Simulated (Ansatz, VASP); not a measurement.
## One calculation of ZnO (zincite), two programs

```
Zn O
1.0
     3.24931    0.00000    0.00000
    -1.62465    2.81398    0.00000
     0.00000    0.00000    5.20571
Zn O
2 2
Direct
  0.33333 0.66667 0.50000
  0.66667 0.33333 0.00000
  0.66667 0.33333 0.37901
  0.33333 0.66667 0.87901
```

Alike in both runs: task relaxation of shape and atoms at fixed volume; functional PBE; k mesh 12 × 12 × 8; occupations gaussian, width 0.05 eV; no spin polarisation.

```csv
,VASP,Ansatz
version,VASP 6.6.1,Ansatz 0.2.0
potentials or method,"VASP PAW PBE potentials, release 64 (Zn, O)","scalar-relativistic, plane waves, PAW"
plane-wave cutoff (eV),600,420
valence electrons in the cell,36,36
```

|  | VASP | Ansatz | Ansatz less VASP |
| --- | --- | --- | --- |
| gap on the k mesh at the Fermi level, each at its own relaxed structure (eV) | 0.78 | 0.80 | +0.011 |
| relaxed volume (Å³/atom) | 11.90 | 11.90 | 0.000 |
| relaxed cell length with the largest relative difference (Å) | 5.222 | 5.229 | +0.0073 |

A k mesh can miss the band edges. A hybrid or GW would open this gap; PBE tends to underestimate it.
